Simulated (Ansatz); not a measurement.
## LiCl (P6_3mc)

Level of theory: DFT PBE, scalar-relativistic, plane waves, PAW in Ansatz 0.2.0.

Plane waves to 420 eV, a k mesh through Γ of 9×9×4 on the computed 4-atom cell and Gaussian smearing (0.02 eV); no spin polarisation.

The structure is relaxed at this level of theory with its symmetry kept. This wurtzite form isn't the usual stable structure of the compound.

```cif
data_structure
_symmetry_space_group_name_H-M 'P 1'
_symmetry_Int_Tables_number 1
_cell_length_a 3.9254
_cell_length_b 3.9254
_cell_length_c 6.2894
_cell_angle_alpha 90.000
_cell_angle_beta 90.000
_cell_angle_gamma 120.000
_cell_volume 83.93
loop_
_atom_site_label
_atom_site_type_symbol
_atom_site_fract_x
_atom_site_fract_y
_atom_site_fract_z
_atom_site_occupancy
Li1 Li 0.66667 0.33333 0.87779 1
Li2 Li 0.33333 0.66667 0.37779 1
Cl1 Cl 0.66667 0.33333 0.49721 1
Cl2 Cl 0.33333 0.66667 0.99721 1
```

```json
{
 "Space group": "P6_3mc (No. 186)",
 "Volume per atom": "20.98 Å³",
 "Formation energy from the elements' standard states (uncorrected)": "-1.878 eV/atom",
 "Kohn–Sham band gap": "5.94 eV",
 "Löwdin character of the top 1 eV of the valence band": "Cl 3p 98 %",
 "Löwdin character of the lowest 1 eV of the conduction band": "Li 2s 68 %, Cl 3s 19 %, unprojected 7 %",
 "Bader charges (e)": "Li (2 in the cell) 0.89, Cl (2 in the cell) -0.89"
}
```